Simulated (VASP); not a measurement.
These are RPBE GGA, VASP's PBE PAW potentials (set 64) (plane waves; VASP 6.6.1) values and carry that method's errors.

The input files of a VASP run:

### KPOINTS
```
kpoints
0
gamma
  5 5 8
0 0 0
```

### INCAR
```
# general
SYSTEM=MgF2
PREC  =Accurate
ENCUT =520   # plane-wave cut-off (eV)
LREAL =F   # projection in real space or not
LASPH =T   # aspherical one-centre terms

# electronic loop
EDIFF =1E-7
NELM  =100   # most electronic steps
ALGO  =Normal   # blocked Davidson

# smearing
ISMEAR=-5   # tetrahedra, Bloechl

# functional
GGA   =RP   # RPBE

# ions
ISIF  =2

# output
LWAVE =F
LCHARG=T
LORBIT=11
NEDOS =601

# other
LEFG  =T
```

**POSCAR**
```
MgF2
1.0
  4.7610427815   0.0000000000   0.0000000000
  0.0000000000   4.7610427815   0.0000000000
  0.0000000000   0.0000000000   3.1251738863
Mg F
2 4
Cart
  0.0000000000   0.0000000000   3.1251738863
  2.3805213907   2.3805213907   1.5625869431
  1.4467078364   1.4467078364   3.1251738863
  3.8272292272   0.9338135543   1.5625869431
  0.9338135543   3.8272292272   1.5625869431
  3.3143349451   3.3143349451   0.0000000000
```

POTCAR, in this order: Mg F (PBE.64 set). Program: vasp_std.

Output

**OSZICAR**
```
       N       E                     dE             d eps       ncg     rms          rms(c)
DAV:   1     0.203336561378E+03    0.20334E+03   -0.18205E+04  1256   0.149E+03
DAV:   2    -0.229486431932E+02   -0.22629E+03   -0.22153E+03  1636   0.336E+02
DAV:   3    -0.325991092939E+02   -0.96505E+01   -0.96192E+01  1396   0.722E+01
DAV:   4    -0.326645731681E+02   -0.65464E-01   -0.65446E-01  1388   0.687E+00
DAV:   5    -0.326649840921E+02   -0.41092E-03   -0.41090E-03  1356   0.556E-01    0.103E+01
DAV:   6    -0.299107727069E+02    0.27542E+01   -0.11919E+01  1388   0.262E+01    0.319E+00
DAV:   7    -0.299703863339E+02   -0.59614E-01   -0.13534E-01  1288   0.279E+00    0.200E+00
DAV:   8    -0.300418598880E+02   -0.71474E-01   -0.10572E-01  1348   0.352E+00    0.189E-01
DAV:   9    -0.300449061835E+02   -0.30463E-02   -0.64225E-03  1392   0.627E-01    0.869E-02
DAV:  10    -0.300453654443E+02   -0.45926E-03   -0.57718E-04  1348   0.214E-01    0.221E-02
DAV:  11    -0.300453783182E+02   -0.12874E-04   -0.12824E-04  1388   0.911E-02    0.206E-02
DAV:  12    -0.300453759224E+02    0.23958E-05   -0.60305E-05  1348   0.622E-02    0.432E-03
DAV:  13    -0.300453757108E+02    0.21161E-06   -0.18231E-06  1368   0.113E-02    0.290E-04
DAV:  14    -0.300453757250E+02   -0.14175E-07   -0.23512E-08   860   0.145E-03
   1 F= -.30045376E+02 E0= -.30045376E+02  d E =0.000000E+00
```

### OUTCAR
```
------------------------ aborting loop because EDIFF is reached ----------------------------------------
  FORCE on cell =-STRESS in cart. coord.  units (eV):
  Direction    XX          YY          ZZ          XY          YZ          ZX
  --------------------------------------------------------------------------------------
  Total        0.0055726      0.0055726     -0.0285282      0.0000000      0.0000000      0.0000000
  in kB        0.1260349      0.1260349     -0.6452173      0.0000000      0.0000000      0.0000000
  external PRESSURE =      -0.1310491 kB  Pullay stress =       0.0000000 kB
  volume of cell :       70.84
      direct lattice vectors                 reciprocal lattice vectors
     4.761042781  0.000000000  0.000000000     0.210038020  0.000000000  0.000000000
     0.000000000  4.761042781  0.000000000     0.000000000  0.210038020  0.000000000
     0.000000000  0.000000000  3.125173886     0.000000000  0.000000000  0.319982195
 POSITION                                       TOTAL-FORCE (eV/Angst)
 -----------------------------------------------------------------------------------
      0.00000      0.00000      0.00000        -0.000000     -0.000000      0.000000
      2.38052      2.38052      1.56259        -0.000000     -0.000000      0.000000
      1.44671      1.44671      0.00000         0.003100      0.003100      0.000000
      3.82723      0.93381      1.56259         0.003100     -0.003100      0.000000
      0.93381      3.82723      1.56259        -0.003100      0.003100      0.000000
      3.31433      3.31433      0.00000        -0.003100     -0.003100      0.000000
 -----------------------------------------------------------------------------------
    total drift:                                0.000000      0.000000     -0.000000
  FREE ENERGIE OF THE ION-ELECTRON SYSTEM (eV)
  ---------------------------------------------------
  free  energy   TOTEN  =       -30.0453757250 eV

  energy  without entropy=      -30.0453757250  energy(sigma->0) =      -30.04537572

 total charge

# of ion       s       p       d       tot
------------------------------------------
    1        0.110   0.132   0.062   0.304
    2        0.110   0.132   0.062   0.304
    3        1.734   4.427   0.000   6.161
    4        1.734   4.427   0.000   6.161
    5        1.734   4.427   0.000   6.161
    6        1.734   4.427   0.000   6.161
--------------------------------------------------
tot          7.156  17.973   0.124  25.253

 Electric field gradients after diagonalization (V/A^2)
 (convention: |V_zz| > |V_xx| > |V_yy|)
----------------------------------------------------------------------
 ion       V_xx      V_yy      V_zz     asymmetry (V_yy - V_xx)/ V_zz
----------------------------------------------------------------------
   1       4.880     0.295    -5.175       0.886
   2       4.880     0.295    -5.175       0.886
   3      36.527    16.491   -53.019       0.378
   4      36.527    16.491   -53.019       0.378
   5      36.527    16.491   -53.019       0.378
   6      36.527    16.491   -53.019       0.378
```
(Selected blocks of OUTCAR.)

The compound is MgF2 in the rutile structure. It was relaxed first, which changed the volume by +9 %.
